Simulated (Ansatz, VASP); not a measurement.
**Mo (Mo wire along [111], 14 atoms a period): VASP beside Ansatz**

One calculation is typed for both programs; each brings its own data sets. How far apart do they land? The structure shown is the start of the Ansatz relaxation below; VASP solves that cell, so the two are compared at the walk's first step.

Method: plane waves, with VASP 6.6.1 beside it; single point at PBE, in Ansatz 0.2.0.

## Step 1: The starting structure

The cell holds 14 atoms: 14 Mo. Its edges and angles: a = 13.503 Å, b = 15.830 Å, c = 2.737 Å, α = 90.0°, β = 90.0°, γ = 90.0°. Vacuum lies along a and b. The structure's axis is c.

Structure file:

```cif
data_structure
_symmetry_space_group_name_H-M 'P 1'
_symmetry_Int_Tables_number 1
_cell_length_a 13.5030
_cell_length_b 15.8300
_cell_length_c 2.7366
_cell_angle_alpha 90.000
_cell_angle_beta 90.000
_cell_angle_gamma 90.000
_cell_volume 584.96
loop_
_atom_site_label
_atom_site_type_symbol
_atom_site_fract_x
_atom_site_fract_y
_atom_site_fract_z
_atom_site_occupancy
Mo1 Mo 0.25180 0.70375 0.00000 1
Mo2 Mo 0.41727 0.45927 0.00000 1
Mo3 Mo 0.58275 0.70375 0.00000 1
Mo4 Mo 0.25180 0.37777 0.33333 1
Mo5 Mo 0.41727 0.62226 0.33333 1
Mo6 Mo 0.58275 0.37777 0.33333 1
Mo7 Mo 0.74823 0.62226 0.33333 1
Mo8 Mo 0.25180 0.54076 0.66667 1
Mo9 Mo 0.41727 0.29628 0.66667 1
Mo10 Mo 0.41727 0.78525 0.66667 1
Mo11 Mo 0.58275 0.54076 0.66667 1
Mo12 Mo 0.74823 0.29628 0.66667 1
Mo13 Mo 0.58275 0.21478 0.00000 1
Mo14 Mo 0.74823 0.45927 0.00000 1
```

## Step 2: Ansatz: relaxation, PBE

Ansatz runs on its PAW soft_1 files.

The two programs are compared at the cell with which this relaxation starts, whose forces are those of its first step.

Input file input.yaml:

```yaml
crystal:
  lattice:
    - [13.503, 0.0, 0.0]
    - [0.0, 15.83, 0.0]
    - [0.0, 0.0, 2.736640276]
  atoms:
    - { symbol: Mo, position: [0.251795897, 0.703751585, 0.0] }
    - { symbol: Mo, position: [0.417274489, 0.459266822, 0.0] }
    - { symbol: Mo, position: [0.582753081, 0.703751585, 0.0] }
    - { symbol: Mo, position: [0.251795897, 0.377771901, 0.333333333] }
    - { symbol: Mo, position: [0.417274489, 0.622256664, 0.333333333] }
    - { symbol: Mo, position: [0.582753081, 0.377771901, 0.333333333] }
    - { symbol: Mo, position: [0.748231673, 0.622256664, 0.333333333] }
    - { symbol: Mo, position: [0.251795897, 0.540761743, 0.666666667] }
    - { symbol: Mo, position: [0.417274489, 0.29627698, 0.666666667] }
    - { symbol: Mo, position: [0.417274489, 0.785246506, 0.666666667] }
    - { symbol: Mo, position: [0.582753081, 0.540761743, 0.666666667] }
    - { symbol: Mo, position: [0.748231673, 0.29627698, 0.666666667] }
    - { symbol: Mo, position: [0.582753081, 0.214782059, 0.0] }
    - { symbol: Mo, position: [0.748231673, 0.459266822, 0.0] }
kpoints:
  mp_grid: { grid: [1, 1, 30] }
scf:
  occupations: { method: fermi_dirac, width: 0.05 }
hamiltonian:
  xc: pbe
  pseudopotentials: { kind: paw, azcp: { folder: soft_1 } }
relax:
  cell: { fix: [a, b, alpha, beta, gamma] }
  max_steps: 45
  f_tol: 0.03
```

The run is started by

```console
> ansatz run input.yaml --threads 4 --pin off --max-ram 16384MiB --backend cpu --events-out ev --progress --plain --runs-dir out
```

Numbers of over 12 decimals in the logs are rounded to 6 here.

Output:

```text
Engine: ansatz 0.2.0, x86_64-unknown-linux-gnu
Pseudopotentials: kind: paw
Pseudopotential: Mo, paw, valence charge 14, recommended cutoff 420 eV (normal), soft_1/Mo.paw.azcp
Functional definition: PBE
  parameter kappa = 0.804
  parameter beta = 0.066725
  exchange = pbe_x(kappa = kappa, mu = beta*pi^2/3)
  correlation = pbe_c(beta = beta)
Crystal: 14 atoms, lattice volume = 584.964 Å³
Basis set: ecut = 420 eV, 11461 PW (Γ), exchange–correlation on 192×216×40 points (8 copies of the dense FFT grid, shifted against one another)
Bands: 118, of which v1, the nominal top of the filled ones, is band 98 counted from 1 (97 counted from 0)
Symmetry: 2 space group operations
Space group: P-1 (ITA 2), of the structure as read, at distance tolerance 8.4e-5 Å
k-points: 16 of 30
Non-local potential: Mo, projectors of the file, l = 0: 3, l = 1: 2, l = 2: 2, l = 3: 1
PAW form: soft (Blöchl's): semilocal exchange-correlation on the pseudo side does not see the compensation charge
PAW one-centre angular grid: Mo, 590 points (default); XC on 64 Gauss nodes
Initial density: superposition of atomic densities (neutral atoms: chi_scale 0, normalization atom)
Initial wavefunctions: pseudopotential atomic-orbital guess
Functional: x = pbe(κ = 0.804, μ = 0.219515), c = pbe(β = 0.066725)
SCF iter   1: F=—  HF=-69379.744675 eV  |F-HF|=—  |Δ(HF+E_count)|=         —  Δρ=6.46e-2  dr2=9.01e1  ethr=3.10e-3  ⟨swp⟩=9.0  Hψ=8532  notcnv=0
preconditioner: auto → LDOS  [metal: Δε(μ)=0.018 eV  Ē_g=3.899 eV  σ=0.050 eV  W_gap=0.09  n_scr=86 (ndim 8)  ℏωp=14.1 eV  f_vac=0.469  D(μ)=21.90/eV (n_scr^D=168)  β→1.0]
SCF iter   2: F=—  HF=-69371.393542 eV  |F-HF|=—  |Δ(HF+E_count)|=    8.35e0  Δρ=4.45e-2  dr2=3.00e1  ethr=3.10e-3  ⟨swp⟩=4.1  Hψ=5254  notcnv=0  defer=13
SCF iter   3: F=—  HF=-69367.363241 eV  |F-HF|=—  |Δ(HF+E_count)|=    4.03e0  Δρ=1.06e-2  dr2=2.29e0  ethr=3.10e-3  ⟨swp⟩=3.3  Hψ=4632  notcnv=0  defer=12
SCF iter   4: F=—  HF=-69366.963941 eV  |F-HF|=—  |Δ(HF+E_count)|=   3.99e-1  Δρ=3.08e-3  dr2=1.08e-1  ethr=1.17e-3  ⟨swp⟩=3.1  Hψ=3262  notcnv=0  defer=12
SCF iter   5: F=—  HF=-69366.957286 eV  |F-HF|=—  |Δ(HF+E_count)|=   6.66e-3  Δρ=1.24e-3  dr2=2.56e-2  ethr=5.52e-5  ⟨swp⟩=2.8  Hψ=3744  notcnv=0  defer=12
SCF iter   6: F=—  HF=-69366.956520 eV  |F-HF|=—  |Δ(HF+E_count)|=   7.66e-4  Δρ=4.55e-4  dr2=3.89e-3  ethr=1.31e-5  ⟨swp⟩=2.0  Hψ=2657  notcnv=0  defer=12
SCF iter   7: F=—  HF=-69366.956483 eV  |F-HF|=—  |Δ(HF+E_count)|=   3.72e-5  Δρ=1.58e-4  dr2=3.81e-4  ethr=1.98e-6  ⟨swp⟩=2.4  Hψ=2393  notcnv=0  defer=12
SCF iter   8: F=—  HF=-69366.956597 eV  |F-HF|=—  |Δ(HF+E_count)|=   1.14e-4  Δρ=9.31e-5  dr2=1.51e-4  ethr=1.94e-7  ⟨swp⟩=3.4  Hψ=4061  notcnv=0  defer=12
SCF iter   9: F=—  HF=-69366.956581 eV  |F-HF|=—  |Δ(HF+E_count)|=   1.53e-5  Δρ=2.29e-5  dr2=4.93e-6  ethr=7.70e-8  ⟨swp⟩=2.0  Hψ=2578  notcnv=0  defer=12
SCF iter  10: F=—  HF=-69366.956718 eV  |F-HF|=—  |Δ(HF+E_count)|=   1.36e-4  Δρ=8.97e-6  dr2=7.01e-7  ethr=2.51e-9  ⟨swp⟩=2.8  Hψ=3062  notcnv=0  defer=12
SCF iter  11: F=—  HF=-69366.956718 eV  |F-HF|=—  |Δ(HF+E_count)|=   2.93e-7  Δρ=4.06e-6  dr2=2.20e-7  ethr=5.10e-11  ⟨swp⟩=5.9  Hψ=7309  notcnv=0
SCF iter  12: F=-69366.956718 eV  HF=-69366.956718 eV  |F-HF|=1.71e-8  |Δ(HF+E_count)|=   5.81e-8  Δρ=1.21e-6  dr2=2.41e-8  ethr=5.10e-11  ⟨swp⟩=4.9  Hψ=5844  notcnv=0
SCF 1 converged in 12 iterations: F = -69366.956718 eV  dr2 = 2.41e-8
  greatest PAW one-centre occupation: 0.999 electrons in one spin orbital (limit 2), on the Mo atom at site 5 (counted from 0), in its partial waves of l = 0
relax step   1: F+E_penalty+E_count = -69366.95671800 eV  Δ(F+E_penalty+E_count) = +0.000e0 eV  max|allowed force component| = 1.814e0 eV/Å  Δτ_max = 0.0000 Å  P = -6.404 GPa  Ω = 584.964 Å³  fix = [a, b, alpha, beta, gamma]  reactions: a -5.884, b -6.076 GPa; alpha -0.249, beta -0.401, gamma -0.210 GPa/rad  (12 SCF iters, dr2 threshold 1.00e-7 eV, accepted)
[...]
relax step   8: F+E_penalty+E_count = -69368.46244474 eV  Δ(F+E_penalty+E_count) = -3.312e-4 eV  max|allowed force component| = 2.048e-2 eV/Å  Δτ_max = 0.0104 Å  P = -0.013 GPa  Ω = 569.976 Å³  energy of the carried Pulay correction = +1.300e-3 eV  fix = [a, b, alpha, beta, gamma]  reactions: a -0.106, b +0.005 GPa; alpha -0.015, beta -0.027, gamma +0.015 GPa/rad  (7 SCF iters, dr2 threshold 9.57e-8 eV, accepted)
[...]
relax step   9: F+E_penalty+E_count = -69368.46270363 eV  Δ(F+E_penalty+E_count) = -2.589e-4 eV  max|allowed force component| = 1.929e-2 eV/Å  Δτ_max = 0.0072 Å  P = -0.057 GPa  Ω = 570.305 Å³  energy of the carried Pulay correction = +1.271e-3 eV  fix = [a, b, alpha, beta, gamma]  reactions: a -0.109, b -0.042 GPa; alpha -0.000, beta -0.007, gamma -0.009 GPa/rad  (7 SCF iters, dr2 threshold 9.84e-9 eV, accepted)
[...]
relax step  10: F+E_penalty+E_count = -69368.46126096 eV  Δ(F+E_penalty+E_count) = +1.443e-3 eV  max|allowed force component| = 1.927e-2 eV/Å  Δτ_max = 0.0000 Å  P = -0.054 GPa  Ω = 570.305 Å³  fix = [a, b, alpha, beta, gamma]  reactions: a -0.106, b -0.039 GPa; alpha -0.000, beta -0.007, gamma -0.009 GPa/rad  stress off target by 1.85e-2 GPa on what of the cell is left free  SCF on the basis re-selected at this cell (its energy is not comparable with the rows above)  (6 SCF iters)
basis re-selected at this cell: Δ(F+E_penalty+E_count) = +1.443e-3 eV, ΔP = +0.003 GPa vs the last step (what re-selecting the basis moved, of the pressure what is left beyond the Pulay correction that the steps carried, after the strain that the cell walked since its last selection, with what the two solves' SCF thresholds leave and, on support functions, any second-order correction that the steps lacked; it is no measure of the basis error at this ecutwfc). The dense FFT grid was sized anew with the basis: this SCF ran on 96×108×18 points, the steps before it on 96×108×20, so part of this shift can come from that change (see relax.cell in the input reference). [rest of the remark cut]
SCF converged after 6 iterations
Free energy (F): -69368.461261 eV
Harris-Foulkes:  -69368.461261 eV  (|F-HF|=1.46e-11)
Internal energy: -69368.324154 eV  (E = F + TS)
E sigma→0 (E₀):  -69368.392707 eV
Entropy (-TS):   -0.137107 eV (-9.793 meV/atom)
Fermi energy:    5.644722 eV
--- Per-component energies (eV) ---
  E_band       = -3767.026484
  E_kinetic    = 5909.691991
  E_local      = -98484.649290  (includes V_loc(G=0)·N_el)
  E_nonlocal   = 2096.535439
  E_hartree    = 46008.348989
  E_xc         = -2453.843640
  E_vxc        = -3057.472802  (∫ρ·V_xc dr)
  E_paw        = -44972.751632  (= ΣΔE_a)
  E_vpaw       = -2247.829968  (= ΣTr[D̂ρ^β])
  E_aug_tail   = 0.000690  (compensation charges beyond the density's cutoff)
  E_ewald      = 22528.343301
  E_smearing   = -0.137107  (= −TS)
  E_closure    = -0.000000  (closes the sum)
  Σ components = -69368.461261   (vs F -69368.461261, Δ=0.00e0)
--- Forces (eV/Å), atoms counted from 1 ---
  atom   1  Mo    -0.00212574    -0.00075175     0.00227222
  atom   2  Mo    -0.01927278    -0.01154195     0.00335201
  atom   3  Mo     0.00753216    -0.01394947     0.00037285
  atom   4  Mo     0.01552242     0.00972141    -0.00544958
  atom   5  Mo    -0.00082527    -0.00029291    -0.00190198
  atom   6  Mo     0.00082527     0.00029291     0.00190198
  atom   7  Mo    -0.01552242    -0.00972141     0.00544958
  atom   8  Mo     0.00832685    -0.01108544     0.00120508
  atom   9  Mo    -0.00753216     0.01394947    -0.00037285
  atom  10  Mo     0.00306122     0.00287092    -0.00096840
  atom  11  Mo     0.01927278     0.01154195    -0.00335201
  atom  12  Mo     0.00212574     0.00075175    -0.00227222
  atom  13  Mo    -0.00306122    -0.00287092     0.00096840
  atom  14  Mo    -0.00832685     0.01108544    -0.00120508
  max |Σ_I F_I| component: 1.73e-18 eV/Å
--- Stress (GPa, compression-positive) ---
       -0.105863       0.009423       0.006865
        0.009423      -0.038677       0.000212
        0.006865       0.000212      -0.018526
  P = ⅓ Tr σ = -0.0544 GPa (-0.544 kbar)
--- Relaxed structure (9 steps of the walk, 8 accepted, 1 SCFs on fresh bases) ---
  F+E_penalty+E_count = -69368.46126096 eV   max|allowed force component| = 1.927e-2 eV/Å   (the final SCF, on the basis selected at the relaxed cell)
  cell:  # Å, volume = 570.3046 Å³
    - [13.503, 0, 0]
    - [0, 15.83, 0]
    - [0, 0, 2.668061]
  atoms:
    - { symbol: Mo, position: [0.261187, 0.697511, -0.022306] }
    - { symbol: Mo, position: [0.414131, 0.457923, -0.00633608] }
    - { symbol: Mo, position: [0.580253, 0.701954, -0.019523] }
    - { symbol: Mo, position: [0.260367, 0.382284, 0.270993] }
    - { symbol: Mo, position: [0.416662, 0.623219, 0.334769] }
    - { symbol: Mo, position: [0.583365, 0.376810, 0.331898] }
    - { symbol: Mo, position: [0.739661, 0.617744, 0.395673] }
    - { symbol: Mo, position: [0.254859, 0.542678, 0.688319] }
    - { symbol: Mo, position: [0.419775, 0.298075, 0.686190] }
    - { symbol: Mo, position: [0.420044, 0.775127, 0.690524] }
    - { symbol: Mo, position: [0.585897, 0.542106, 0.673003] }
    - { symbol: Mo, position: [0.738840, 0.302518, 0.688973] }
    - { symbol: Mo, position: [0.579984, 0.224902, -0.023857] }
    - { symbol: Mo, position: [0.745168, 0.457351, -0.021653] }
```

(Continued in part 2 of 2.)

[Lines on the potential files, build, host, timing and source positions are cut from VASP's logs without a mark.]

[Logs are printed without paths, hosts, clocks, repeated set-up lines and the standing remarks that a program may print on its own settings, such as how far it seeks lower states.]

[Hosts, paths, dates, database ids (printed as entryN), source tags and the programs' standing remarks are cut or masked in the printed files.]
